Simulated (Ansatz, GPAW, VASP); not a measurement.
**WC: programs and potentials compared**

```xyz
2
Lattice="2.9065 0.0000 0.0000 -1.4532 2.5171 0.0000 0.0000 0.0000 2.8366" Properties=species:S:1:pos:R:3 pbc="T T T"
W     0.0000    0.0000    0.0000
C     1.4533    0.8390    1.4183
```

Alike in all runs: task single point; functional PBE; k mesh 10 × 10 × 9; occupations gaussian, width 0.012 eV; no spin polarisation; no spin-orbit coupling. Pressure is positive in compression and, in plane waves, holds the error of the finite cutoff.

```json
{"program and potentials": "VASP, PBE PAW files C, W_sv, 520 eV", "plane-wave cutoff (eV)": "520", "notes": "-", "pressure (GPa)": "6.73"}
{"program and potentials": "GPAW, GPAW PAW data sets (gpaw-data 1.2.1)", "plane-wave cutoff (eV)": "800", "notes": "-", "pressure (GPa)": "5.36"}
{"program and potentials": "Ansatz, all-electron LAPW, scalar-relativistic", "plane-wave cutoff (eV)": "-", "notes": "-", "pressure (GPa)": "5.69"}
```

The pressure spans 5.36 (GPAW, GPAW PAW data sets (gpaw-data 1.2.1)) to 6.73 GPa (VASP, PBE PAW files C, W_sv, 520 eV), with all-electron results at 5.69.

The functional is the same throughout but for its coding, so the spread measures potentials, basis and numerics; runs on potential files found faulty are left out.

All three calculations put WC under compression at this cell, so each would relax to a somewhat larger volume. The lattice parameters are close to the measured ones, and the sign fits the slight underbinding PBE often shows in solids containing 5d metals. The pressures look large because WC is very stiff: strong covalent W 5d-C 2p bonding, with filled bonding states, turns a small strain into a stress of several gigapascals. For the same reason, the disagreement between the programs corresponds to only a small difference in equilibrium lattice parameters.

GPAW, at 5.36 GPa, lies nearer the all-electron 5.69 GPa than VASP does at 6.73 GPa. An incomplete plane-wave basis normally lowers the calculated pressure, so it could contribute to the GPAW offset but hardly explains the VASP one, which more probably reflects the potentials or other numerical differences. An average pressure at one volume doesn't show how the residual stress divides between the a and c axes, so the relaxed c/a ratio remains open.
